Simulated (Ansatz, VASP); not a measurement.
SnTe in VASP and in Ansatz

File INCAR:

```
ALGO = Normal
EDIFF = 1E-6
EDIFFG = -0.005
ENCUT = 580
GGA = PE
IBRION = 2
ISIF = 3
ISMEAR = -1
LASPH = True
LCHARG = False
LREAL = False
LWAVE = False
NELM = 60
NSW = 40
PREC = Accurate
SIGMA = 0.05
```

The input KPOINTS:

```
k-points
0
Gamma
  7 7 7
```

The input POSCAR:

```
SnTe
1.0
    0.0000000000      3.1508500000      3.1508500000
    3.1508500000      0.0000000000      3.1508500000
    3.1508500000      3.1508500000      0.0000000000
Te Sn
1 1
Direct
    0.5000000000      0.5000000000      0.5000000000
    0.0000000000      0.0000000000      0.0000000000
```

The input input.yaml:

```yaml
crystal:
  lattice:
    - [0.0, 3.15085, 3.15085]
    - [3.15085, 0.0, 3.15085]
    - [3.15085, 3.15085, 0.0]
  atoms:
    - { symbol: Te, position: [0.5, 0.5, 0.5] }
    - { symbol: Sn, position: [0.0, 0.0, 0.0] }
hamiltonian:
  xc: pbe
  pseudopotentials: { kind: paw }
kpoints:
  mp_grid: { grid: [7, 7, 7] }
scf:
  occupations: { method: fermi_dirac, width: 0.05 }
output:
  forces: true
  stress: true
relax:
  f_tol: 0.01
  max_steps: 40
  cell: { stress_tol: 0.05 }
```

Alike in both runs: task relaxation of cell and atoms; functional PBE; k mesh 7 × 7 × 7; occupations fermi-dirac, width 0.05 eV; no spin polarisation.

|  | VASP | Ansatz |
| --- | --- | --- |
| version | VASP 6.6.1 | Ansatz 0.2.0 |
| potentials or method | VASP PAW PBE potentials, release 54 (Te, Sn) | Ansatz PAW |
| plane-wave cutoff (eV) | 580 | 420 |
| valence electrons in the cell | 10 | 30 |

Ansatz gave:

```
relaxed volume (Å³/atom)                                     : 32.87
relaxed cell length with the largest relative difference (Å) : 4.530
energy change over the relaxation (meV/atom)                 : -11
```

Q: Which values does VASP return?

A: Relaxed volume (Å³/atom): 32.78; relaxed cell length with the largest relative difference (Å): 4.526; energy change over the relaxation (meV/atom): -10.

The two sets of potentials don't hold the same shells in valence.

Caveats: the plane-wave basis is chosen anew once the cell has moved, so the energies of steps on either side of that aren't comparable (Ansatz). Spin-orbit coupling is left out, which matters for the levels of Te. Zero-point motion and thermal expansion aren't in these numbers.
